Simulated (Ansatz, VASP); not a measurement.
## One calculation of Ni, two programs

```
Ni
1.0
     0.00000    1.71185    1.71185
     1.71185    0.00000    1.71185
     1.71185    1.71185    0.00000
Ni
1
Direct
  0.00000 0.00000 0.00000
```

Alike in both runs: functional PBE; k mesh 20 × 20 × 20; occupations gaussian, width 0.1 eV; collinear spin.

Ansatz relaxed the structure, and its values are those at the end. VASP's run is a single point on that final structure, the one shown.

|  | VASP | Ansatz |
| --- | --- | --- |
| version | VASP 6.6.1 | Ansatz 0.2.0 |
| potentials or method | VASP PAW PBE potentials, release 64 (Ni) | scalar-relativistic, plane waves, PAW |
| plane-wave cutoff (eV) | 520 | 420 |
| valence electrons in the cell | 10 | 18 |

```tsv
	VASP	Ansatz	Ansatz less VASP
gap on the k mesh at the Fermi level (eV)	none	none	-
pressure (GPa)	19.6	20.0	+0.38
net moment per atom (μB)	0.62	0.63	+0.009
size of the moment on the site where the two differ most (μB)	0.62	0.66	+0.040
```

Site moments also hang on the region over which each program counts them. A gap of «none» marks a metal or a gap that the smearing closes. With one functional, cell and mesh, what is left measures potentials, basis and numerics. The two sets of potentials don't hold the same shells in valence.

Caveats: so large a pressure means that the cell lies far from this level's equilibrium, or that cutoff or potentials fall short (VASP).
